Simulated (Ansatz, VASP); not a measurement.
**One calculation of BeSe, two programs**

```xyz
2
Lattice="0.0000 2.5840 2.5840 2.5840 0.0000 2.5840 2.5840 2.5840 0.0000" Properties=species:S:1:pos:R:3 pbc="T T T"
Be    0.0000    0.0000    0.0000
Se    1.2920    1.2920    1.2920
```

The cell comes from a database or a generator and needn't be the stable form of this composition.

Alike in both runs: task relaxation of cell and atoms; functional PBEsol; k mesh 8 × 8 × 8; occupations gaussian, width 0.02 eV; no spin polarisation.

```csv
,VASP,Ansatz
version,VASP 6.6.1,Ansatz 0.2.0
potentials or method,"VASP PAW PBE potentials, release 64 (Be, Se)","scalar-relativistic, plane waves, PAW"
plane-wave cutoff (eV),600,420
valence electrons in the cell,8,18
```

Ansatz gave:

```
gap on the k mesh at the Fermi level, each at its own relaxed structure (eV) : 2.47
relaxed volume (Å³/atom)                                                     : 16.86
relaxed cell length with the largest relative difference (Å)                 : 3.627
energy change over the relaxation (meV/atom)                                 : -2
```

Problem. Which values does VASP return?

Solution. gap on the k mesh at the Fermi level, each at its own relaxed structure (eV): 2.46; relaxed volume (Å³/atom): 16.93; relaxed cell length with the largest relative difference (Å): 3.631; energy change over the relaxation (meV/atom): -2.

The two sets of potentials don't hold the same shells in valence.

Caveats: the PAW data sets were made with another functional, which shifts forces and pressure a little (VASP). As with any semilocal functional, this PBEsol gap is likely too small. A k mesh can miss the band edges.
